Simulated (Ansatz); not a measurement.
# Li: a single-point run

Wanted: a converged single-point run for Li, and a check of what comes out. The structure is shown as the input types it.

Method: DFT, PBE, all-electron LAPW, scalar-relativistic, in Ansatz 0.2.0.

1 further run of the same task is left out (it didn't finish). Runs told in other sessions of the task aren't counted.

### Step 1. The structure to begin with

The structure is monoclinic, space group P2_1/m (No. 11). The conventional cell has a = 3.071 Å, b = 5.093 Å, c = 3.111 Å, α = 90.00°, β = 118.71°, γ = 90.00°. Li (site symmetry m) is surrounded by 12 Li at 3.07 to 3.15 Å.

Cell or atoms stand a little off a more symmetric structure (P6_3/mmc at a tolerance of 0.3 Å), so results at this geometry aren't those of that ideal crystal.

Coordinates:

```
Li
1.0
     3.11100   -0.04667    0.00000
    -1.59591    2.71754    0.00000
     0.00000    0.00000    5.09300
Li
2
Direct
  0.33333 0.66667 0.25000
  0.66667 0.33333 0.75000
```

### Step 2. Running it

The input, input.yaml:

```yaml
crystal:
  lattice:
    - [3.1110021516, -0.0466650323, 0.0]
    - [-1.5959141792, 2.7175394106, 0.0]
    - [0.0, 0.0, 5.093]
  atoms:
    - { symbol: Li, position: [0.3333333333, 0.6666666667, 0.25] }
    - { symbol: Li, position: [0.6666666667, 0.3333333333, 0.75] }
kpoints:
  mp_grid: { grid: [15, 15, 8] }
scf:
  occupations: { method: fermi_dirac, width: 0.03 }
  mixing: { algorithm: anderson, beta: 0.001, ndim: 1 }
  max_iter: 80
hamiltonian:
  xc: pbe
  pseudopotentials: { kind: all_electron, lapw: { basis_error: 0.00025 } }
output:
  forces: true
  stress: true
  eigenvalues: true
```

The run is started by

```
> ansatz run input.yaml --threads 1 --pin off --max-ram 2048MiB --backend cpu --events-out ev --progress --plain --runs-dir out
```

**Question.** How will this run end, and is anything wrong with its input?

The program finished normally. Convergence says nothing about whether the input makes sense.

The suspect setting: scf.mixing.algorithm is anderson; scf.mixing.beta is 0.001; scf.mixing.ndim is 1. The risk: mixing too weak. The residual crept for many cycles and then fell at once, which so weak a step can't do by itself: the program changed its mixing. Several mixing settings were changed at once, so this run can't tell how much each is to blame.

To check: delete scf.mixing.algorithm, scf.mixing.beta and scf.mixing.ndim (the default then holds).
